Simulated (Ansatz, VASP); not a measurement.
## Two plane-wave programs on Pt

```xyz
1
Lattice="0.0000 1.9590 1.9590 1.9590 0.0000 1.9590 1.9590 1.9590 0.0000" Properties=species:S:1:pos:R:3 pbc="T T T"
Pt    0.0000    0.0000    0.0000
```

Alike in both runs: functional PBEsol; k mesh 18 × 18 × 18; occupations gaussian, width 0.1 eV; no spin polarisation.

Ansatz relaxed the structure, and its values are those at the end. VASP's run is a single point on that final structure, the one shown.

```csv
,VASP,Ansatz
version,VASP 6.6.1,Ansatz 0.2.0
potentials or method,"VASP PAW PBE potentials, release 64 (Pt)","scalar-relativistic, plane waves, PAW"
plane-wave cutoff (eV),520,420
valence electrons in the cell,10,18
```

|  | VASP | Ansatz | Ansatz less VASP |
| --- | --- | --- | --- |
| gap on the k mesh at the Fermi level (eV) | none | none | - |
| pressure (GPa) | -0.4 | 0.0 | +0.43 |

A gap of «none» marks a metal or a gap that the smearing closes. The two sets of potentials don't hold the same shells in valence.

Caveats: the PAW data sets were made with another functional, which shifts forces and pressure a little (VASP). The runs have no spin-orbit coupling, so splittings on Pt are missing.
